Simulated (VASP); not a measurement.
**From VASP inputs to Ansatz: Sn (diamond)**

INCAR

```
NSW = 40
ENCUT = 600
LCHARG = .FALSE.
LWAVE = .FALSE.
NELM = 120
IBRION = 2
ISIF = 3
LASPH = .TRUE.
ISMEAR = -1
NBANDS = 21
SIGMA = 0.02
EDIFF = 1E-7
GGA = CA
PREC = Accurate
EDIFFG = -5E-3
LREAL = .FALSE.
```

KPOINTS

```
KPOINTS created by Atomic Simulation Environment
0
Gamma
6 6 6
0 0 0
```

POSCAR

```
Sn
 1.0000000000000000
     0.0000000000000000    3.3291267655712278    3.3291267655712278
     3.3291267655712278    0.0000000000000000    3.3291267655712278
     3.3291267655712278    3.3291267655712278   -0.0000000000000000
 Sn
   2
Cartesian
 -0.0000000000000000 -0.0000000000000000 -0.0000000000000000
  1.6645633827856139  1.6645633827856139  1.6645633827856139
```

VASP ran with the recommended LDA PAW datasets (28 valence electrons in the cell).

**Question.** Write an Ansatz input for this cell and level of theory.

**Answer.** 

```yaml
crystal:
  lattice:
    - [0.0, 3.3291267656, 3.3291267656]
    - [3.3291267656, 0.0, 3.3291267656]
    - [3.3291267656, 3.3291267656, 0.0]
  atoms:
    - { symbol: Sn, position: [0.0, 0.0, 0.0] }
    - { symbol: Sn, position: [0.25, 0.25, 0.25] }
kpoints:
  mp_grid: { grid: [6, 6, 6] }
hamiltonian:
  xc: lda
scf:
  occupations: { method: fermi_dirac, width: 0.02 }
relax:
  f_tol: 0.005
  cell: {}
```

Other inputs would serve too.

|  | VASP | Ansatz |
| --- | --- | --- |
| relaxed cell vector lengths | 4.582, 4.582, 4.582 Å | 4.580, 4.580, 4.580 Å |
| relaxed cell volume | 68.02 Å³ | 67.91 Å³ |

Each program uses its own PAW datasets. VASP's cell holds 28 valence electrons and Ansatz's 28. LDA means the Perdew–Zunger form with relativistic exchange in VASP and the Perdew–Wang form in Ansatz.
